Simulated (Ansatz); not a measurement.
Fe: from the end of a run back to its start

We look at Fe: an experimental structure (space group Fm-3m, primitive cell doubled), with 2 atoms per cell. The computed pressure is over 10 GPa in size, so the cell is far from the computed equilibrium volume. Source: COD entry 9015445, which need not be the ambient phase.

```yaml
crystal:
  lattice:
    - [0.00000, 3.55700, 3.55700]
    - [1.77850, 0.00000, 1.77850]
    - [1.77850, 1.77850, 0.00000]
  atoms:
    - { symbol: Fe, position: [0.00000, 0.00000, 0.00000] }
    - { symbol: Fe, position: [0.50000, 0.00000, 0.00000] }
```

Numbers behind element symbols give the atom's place in this list.

The calculation used DFT, PBE, PAW, plane waves, scalar-relativistic in Ansatz.

```yaml
plane_wave_cutoff: 420 eV
k_point_mesh: 6×12×12 (Γ-centred)
occupations: Gaussian smearing, 0.1 eV
```

Moments by site are taken inside atomic spheres; the rest lies between them.

The mesh is too coarse to rank close states of a metal with certainty: differences of some tens of meV/atom may change, at times in sign.

A plain SCF has the search for lower states switched off and ends at the first converged state.

One run gave this history:

```
iteration  Harris–Foulkes energy + 8961 (eV)  largest residual (eV)  M (μB)  absolute moment (μB)
        1                             0.5334               2.36e+00    2.87                  3.11
        2                             0.6322               2.81e+00    2.42                  2.82
        3                             0.3503               1.15e+01    3.26                  3.43
        4                             0.8080               1.18e+00    2.62                  3.02
        5                             0.6934               8.49e-01    2.44                  2.92
        6                             0.6065               5.37e-01    2.36                  2.88
        7                             0.5417               3.02e-01    2.34                  2.86
        8                            -1.3120               4.80e+01    1.31                  1.69
       10                             0.4283               7.80e-02    1.89                  2.51
       13                             0.4017               4.62e-03    1.32                  2.05
       16                             0.4004               7.70e-04    1.27                  2.17
       19                             0.3989               1.35e-03    1.21                  2.31
       22                             0.3970               3.44e-03    1.10                  2.44
       25                             0.4005               9.92e-04    1.31                  2.19
       28                             0.4014               1.45e-03    1.37                  2.16
       31                             0.4019               4.07e-04    1.41                  2.08
       34                             0.4030               2.06e-05    1.56                  1.93
       37                             0.4030               1.42e-07    1.55                  1.93
       40                             0.4030               3.62e-08    1.55                  1.93
```

It ended magnetic with very unequal moments on like atoms, site moments Fe1 -0.08, Fe2 1.66 μB, total 1.55 μB per cell, no gap on the k-mesh.

Question: These set-ups ended in different states. Which one gave the run above?
A. parallel moments scaled by 0.2, plain SCF [Fe1 0.80, Fe2 0.80 μB]
B. a moment on one site alone, plain SCF [Fe2 4.00 μB]
C. no spin polarisation
D. opposed moments +-, plain SCF [Fe1 4.00, Fe2 -4.00 μB]

Answer: B. The others ended as follows, with energies against this run: “parallel moments scaled by 0.2, plain SCF” ferromagnetic, -26.3 meV/atom; “no spin polarisation” non-magnetic (no spin polarisation), +31.5 meV/atom; “opposed moments +-, plain SCF” antiferromagnetic, -15.1 meV/atom.
